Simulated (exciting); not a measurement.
# Pd (Im-3m) in exciting: equation of state

How stiff is Pd in PBEsol, and what volume does it want? The cell is scaled to several volumes.

Everything below comes from runs of exciting (release sodium). Logs are shortened: lines on timing, memory, paths and dates and some standing lists are left out, and cuts for length are marked.

## Step 1: The structure

The structure is cubic, space group Im-3m (No. 229). Conventional cell: a = 3.145 Å, b = 3.145 Å, c = 3.145 Å, α = 90.00°, β = 90.00°, γ = 90.00°. Around Pd (site symmetry m-3m) lie 8 Pd at 2.72 Å.

This isn't the form of Pd at room conditions, which is fcc.

## Step 2: Equation of state, PBEsol, 14.61 Å³/atom (volume scaled by 0.94)

input.xml reads:

```xml
<input>
  <title>Pd</title>
  <structure speciespath="./" tshift="false">
    <crystal scale="1">
      <basevect>-2.910527125633 2.910527125633 2.910527125633</basevect>
      <basevect>2.910527125633 -2.910527125633 2.910527125633</basevect>
      <basevect>2.910527125633 2.910527125633 -2.910527125633</basevect>
    </crystal>
    <species speciesfile="Pd.xml" rmt="2.3">
      <atom coord="0.000000000000 0.000000000000 0.000000000000"/>
    </species>
  </structure>
  <groundstate do="fromscratch" ngridk="12 12 12" rgkmax="9" gmaxvr="14" lmaxapw="10" lmaxmat="10" lmaxvr="8" xctype="GGA_PBE_SOL" stype="Fermi Dirac" swidth="0.00183747" nempty="12" ValenceRelativity="iora*" epsengy="1e-05" epspot="1e-05" maxscl="60" outputlevel="normal"/>
</input>
```

Potentials or basis: all-electron LAPW+lo, shipped species files, valence relativity iora*.

The run is started by

```sh
> OMP_NUM_THREADS=1 exciting_smp
```

INFO.OUT:

```text
================================================================================
EXCITING SODIUM started
All units are atomic (Hartree, Bohr, etc.)
================================================================================

********************************************************************************
* Ground-state run starting from atomic densities                              *
********************************************************************************

++++++++++++++++++++++++++++++++++++++++++++++++++++++++++++++++++++++++++++++++
+ Starting initialization                                                      +
++++++++++++++++++++++++++++++++++++++++++++++++++++++++++++++++++++++++++++++++

 Lattice vectors (cartesian) :
     -2.9105271256      2.9105271256      2.9105271256
      2.9105271256     -2.9105271256      2.9105271256
      2.9105271256      2.9105271256     -2.9105271256

 Reciprocal lattice vectors (cartesian) :
      0.0000000000      1.0793895806      1.0793895806
      1.0793895806      0.0000000000      1.0793895806
      1.0793895806      1.0793895806      0.0000000000

 Unit cell volume                           :      98.6222587344
 Brillouin zone volume                      :       2.5151544552

 Species :    1 (Pd)
     parameters loaded from                 :    Pd.xml
     name                                   :    palladium
     nuclear charge                         :     -46.00000000
     electronic charge                      :      46.00000000
     atomic mass                            :  193991.79260000
     muffin-tin radius                      :       2.30000000
     # of radial points in muffin-tin       :     350

     atomic positions (lattice) :
       1 :   0.00000000  0.00000000  0.00000000

 Total number of atoms per unit cell        :       1
[... 42 lines left out ...]

 Using multisecant Broyden potential mixing

++++++++++++++++++++++++++++++++++++++++++++++++++++++++++++++++++++++++++++++++
+ Ending initialization                                                        +
++++++++++++++++++++++++++++++++++++++++++++++++++++++++++++++++++++++++++++++++

********************************************************************************
* Groundstate module started                                                   *
********************************************************************************
 Output level for this task is set to normal

++++++++++++++++++++++++++++++++++++++++++++++++++++++++++++++++++++++++++++++++
+ Self-consistent loop started                                                 +
++++++++++++++++++++++++++++++++++++++++++++++++++++++++++++++++++++++++++++++++
 Density and potential initialised from atomic data

++++++++++++++++++++++++++++++++++++++++++++++++++++++++++++++++++++++++++++++++
+ SCF iteration number :    1                                                  +
++++++++++++++++++++++++++++++++++++++++++++++++++++++++++++++++++++++++++++++++
 Total energy                               :     -5028.47423103
 _______________________________________________________________
 Fermi energy                               :         0.42156021
 Kinetic energy                             :      5276.80510742
 Coulomb energy                             :    -10164.02769591
 Exchange energy                            :      -138.46732742
 Correlation energy                         :        -2.78431512
[... 306 lines left out ...]
 RMS change in effective potential (target) :  0.127204E-08  ( 0.100000E-04)
 Absolute change in total energy   (target) :  0.829757E-06  ( 0.100000E-04)
 Charge distance                   (target) :  0.117239E-08  ( 0.100000E-04)

++++++++++++++++++++++++++++++++++++++++++++++++++++++++++++++++++++++++++++++++
| Convergency criteria checked for the last 2 iterations                       +
| Convergence targets achieved. Performing final SCF iteration                 +
++++++++++++++++++++++++++++++++++++++++++++++++++++++++++++++++++++++++++++++++
 Total energy                               :     -5044.61306848
 _______________________________________________________________
 Fermi energy                               :         0.35217063
 Kinetic energy                             :      5267.36773648
 Coulomb energy                             :    -10170.25765806
 Exchange energy                            :      -138.93757154
 Correlation energy                         :        -2.78557536

 DOS at Fermi energy (states/Ha/cell)       :        29.93279487

 Electron charges :
     core                                   :        28.00000000
     core leakage                           :         0.00000007
     valence                                :        18.00000000
     interstitial                           :         1.71151863
     charge in muffin-tin spheres :
                  atom     1    Pd          :        44.28848137
     total charge in muffin-tins            :        44.28848137
     total charge                           :        46.00000000

++++++++++++++++++++++++++++++++++++++++++++++++++++++++++++++++++++++++++++++++
+ Self-consistent loop stopped                                                 +
++++++++++++++++++++++++++++++++++++++++++++++++++++++++++++++++++++++++++++++++
 STATE.OUT is written

********************************************************************************
* Groundstate module stopped                                                   *
********************************************************************************

--------------------------------------------------------------------------------
- CAUTION! Warnings have been written in file WARNING.OUT !                    -
--------------------------------------------------------------------------------
================================================================================
| EXCITING SODIUM stopped                                                      =
================================================================================
```

Run time: 18 s. Hardware: 1 thread of Arm Neoverse V2, shared host; peak memory 0.09 GiB.

What came out:

- Free energy: -137270.9239 eV
- Band gap on the k mesh: none (metal or under the smearing width)
- All electrons inside the program's atomic spheres: Pd 44.29 (radii Pd 2.3 bohr)

Caveat: the log's total energy holds no entropy term; the free energy is that total less TS from the occupations.

## Step 3: Equation of state, PBEsol, 14.93 Å³/atom (volume scaled by 0.96)

Changes to input.xml since step 2:

```diff
@@ -4,5 +4,5 @@
     <crystal scale="1">
-      <basevect>-2.910527125633 2.910527125633 2.910527125633</basevect>
-      <basevect>2.910527125633 -2.910527125633 2.910527125633</basevect>
-      <basevect>2.910527125633 2.910527125633 -2.910527125633</basevect>
+      <basevect>-2.931024470901 2.931024470901 2.931024470901</basevect>
+      <basevect>2.931024470901 -2.931024470901 2.931024470901</basevect>
+      <basevect>2.931024470901 2.931024470901 -2.931024470901</basevect>
     </crystal>
```

Potentials or basis: all-electron LAPW+lo, shipped species files, valence relativity iora*.

The run is started by

```sh
> OMP_NUM_THREADS=1 exciting_smp
```

INFO.OUT:

```text
================================================================================
EXCITING SODIUM started
All units are atomic (Hartree, Bohr, etc.)
================================================================================

********************************************************************************
* Ground-state run starting from atomic densities                              *
********************************************************************************

++++++++++++++++++++++++++++++++++++++++++++++++++++++++++++++++++++++++++++++++
+ Starting initialization                                                      +
++++++++++++++++++++++++++++++++++++++++++++++++++++++++++++++++++++++++++++++++

 Lattice vectors (cartesian) :
     -2.9310244709      2.9310244709      2.9310244709
      2.9310244709     -2.9310244709      2.9310244709
      2.9310244709      2.9310244709     -2.9310244709

 Reciprocal lattice vectors (cartesian) :
     -0.0000000000      1.0718411548      1.0718411548
      1.0718411548     -0.0000000000      1.0718411548
      1.0718411548      1.0718411548     -0.0000000000

 Unit cell volume                           :     100.7206046690
 Brillouin zone volume                      :       2.4627554040

 Species :    1 (Pd)
     parameters loaded from                 :    Pd.xml
     name                                   :    palladium
     nuclear charge                         :     -46.00000000
     electronic charge                      :      46.00000000
     atomic mass                            :  193991.79260000
     muffin-tin radius                      :       2.30000000
     # of radial points in muffin-tin       :     350

     atomic positions (lattice) :
       1 :   0.00000000  0.00000000  0.00000000

 Total number of atoms per unit cell        :       1

 Spin treatment                             :    spin-unpolarised

 Number of Bravais lattice symmetries       :      48
 Number of crystal symmetries               :      48

 k-point grid                               :      12   12   12
 Total number of k-points                   :      72
 k-point set is reduced with crystal symmetries

 R^MT_min * |G+k|_max (rgkmax)              :       9.00000000
 Species with R^MT_min                      :       1 (Pd)
 Maximum |G+k| for APW functions            :       3.91304348
 Maximum |G| for potential and density      :      14.00000000

 G-vector grid sizes                        :      24    24    24
 Total number of G-vectors                  :    4729

 Maximum angular momentum used for
     APW functions                          :      10
     computing H and O matrix elements      :      10
     potential and density                  :       8
     inner part of muffin-tin               :       2

 Total nuclear charge                       :     -46.00000000
 Total electronic charge                    :      46.00000000
 Total core charge                          :      28.00000000
 Total valence charge                       :      18.00000000

 Number of empty states                     :      12
 Total number of valence states             :      22

 Maximum Hamiltonian size                   :     129
 Maximum number of plane-waves              :     116
 Total number of local-orbitals             :      13

 Exchange-correlation type                  :      22
     PBEsol, Phys. Rev. Lett. 100, 136406 (2008)
     Generalised gradient approximation (GGA)

 Smearing scheme                            :    Fermi-Dirac
 Smearing width                             :       0.00183747

 Using multisecant Broyden potential mixing

++++++++++++++++++++++++++++++++++++++++++++++++++++++++++++++++++++++++++++++++
+ Ending initialization                                                        +
++++++++++++++++++++++++++++++++++++++++++++++++++++++++++++++++++++++++++++++++

********************************************************************************
* Groundstate module started                                                   *
********************************************************************************
 Output level for this task is set to normal

++++++++++++++++++++++++++++++++++++++++++++++++++++++++++++++++++++++++++++++++
+ Self-consistent loop started                                                 +
++++++++++++++++++++++++++++++++++++++++++++++++++++++++++++++++++++++++++++++++
 Density and potential initialised from atomic data

++++++++++++++++++++++++++++++++++++++++++++++++++++++++++++++++++++++++++++++++
+ SCF iteration number :    1                                                  +
++++++++++++++++++++++++++++++++++++++++++++++++++++++++++++++++++++++++++++++++
 Total energy                               :     -5028.17609519
 _______________________________________________________________
 Fermi energy                               :         0.40952766
 Kinetic energy                             :      5276.96591837
 Coulomb energy                             :    -10163.90926747
 Exchange energy                            :      -138.45031476
 Correlation energy                         :        -2.78243133

 DOS at Fermi energy (states/Ha/cell)       :        27.62020908

 Electron charges :
     core                                   :        28.00000000
     core leakage                           :         0.00000008
     valence                                :        18.00000000
     interstitial                           :         2.04965289
     charge in muffin-tin spheres :
                  atom     1    Pd          :        43.95034711
     total charge in muffin-tins            :        43.95034711
     total charge                           :        46.00000000
[... 284 lines left out ...]
 Electron charges :
     core                                   :        28.00000000
     core leakage                           :         0.00000007
     valence                                :        18.00000000
     interstitial                           :         1.73358811
     charge in muffin-tin spheres :
                  atom     1    Pd          :        44.26641189
     total charge in muffin-tins            :        44.26641189
     total charge                           :        46.00000000

 RMS change in effective potential (target) :  0.375725E-08  ( 0.100000E-04)
 Absolute change in total energy   (target) :  0.141469E-05  ( 0.100000E-04)
 Charge distance                   (target) :  0.214766E-08  ( 0.100000E-04)

++++++++++++++++++++++++++++++++++++++++++++++++++++++++++++++++++++++++++++++++
| Convergency criteria checked for the last 2 iterations                       +
| Convergence targets achieved. Performing final SCF iteration                 +
++++++++++++++++++++++++++++++++++++++++++++++++++++++++++++++++++++++++++++++++
 Total energy                               :     -5044.61294913
 _______________________________________________________________
 Fermi energy                               :         0.33916542
 Kinetic energy                             :      5267.32144878
 Coulomb energy                             :    -10170.22076440
 Exchange energy                            :      -138.92977486
 Correlation energy                         :        -2.78385866

 DOS at Fermi energy (states/Ha/cell)       :        31.18386636

 Electron charges :
     core                                   :        28.00000000
     core leakage                           :         0.00000007
     valence                                :        18.00000000
     interstitial                           :         1.73358812
     charge in muffin-tin spheres :
                  atom     1    Pd          :        44.26641188
     total charge in muffin-tins            :        44.26641188
     total charge                           :        46.00000000

++++++++++++++++++++++++++++++++++++++++++++++++++++++++++++++++++++++++++++++++
+ Self-consistent loop stopped                                                 +
++++++++++++++++++++++++++++++++++++++++++++++++++++++++++++++++++++++++++++++++
 STATE.OUT is written

********************************************************************************
* Groundstate module stopped                                                   *
********************************************************************************

--------------------------------------------------------------------------------
- CAUTION! Warnings have been written in file WARNING.OUT !                    -
--------------------------------------------------------------------------------
================================================================================
| EXCITING SODIUM stopped                                                      =
================================================================================
```

WARNINGS.OUT:

```text
Inversion symmetry is present. Consider using input%groundstate%solver%type = "inversionsymmetry"
```

Wall time 19 s (1 thread of Arm Neoverse V2, shared host); peak memory 0.09 GiB.

What came out:

| Property | Result |
| --- | --- |
| Free energy | -137270.9210 eV |
| Band gap on the k mesh | none (metal or under the smearing width) |
| All electrons inside the program's atomic spheres | Pd 44.27 (radii Pd 2.3 bohr) |

Caveat: the log's total energy holds no entropy term; the free energy is that total less TS from the occupations.

(Part 1 of 2 ends here.)
